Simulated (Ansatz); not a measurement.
Crystal: SnTe.

```
Te Sn
1.0
     0.00000    3.61115    3.61115
     3.61115    0.00000    3.61115
     3.61115    3.61115    0.00000
Te Sn
1 1
Direct
  0.25000 0.25000 0.25000
  0.00000 0.00000 0.00000
```

Measurements of this composition are mostly on another form, of space group No. 225.

Base run:

| Item | Value |
| --- | --- |
| Program | Ansatz 0.2.0 |
| Functional | HSE06 |
| Potentials or basis | Ansatz PAW |
| Cutoff | 420 eV |
| Density cutoff | 1680 eV |
| k mesh | 4 × 4 × 4 |
| Occupations | fermi-dirac, width 0.05 eV |
| Spin | no spin polarisation |

Its results: band gap on the k mesh 0.38 eV, indirect (least direct gap 1.16 eV).

Task: The run is repeated on the same cell with these changes: functional from HSE06 to PBE0. What comes out?

Result: Band gap on the k mesh 0.96 eV, indirect (least direct gap 1.78 eV).

Caveats: spin-orbit coupling is left out, which moves the levels of the heavy elements.

Not every run made on this cell is shown here.
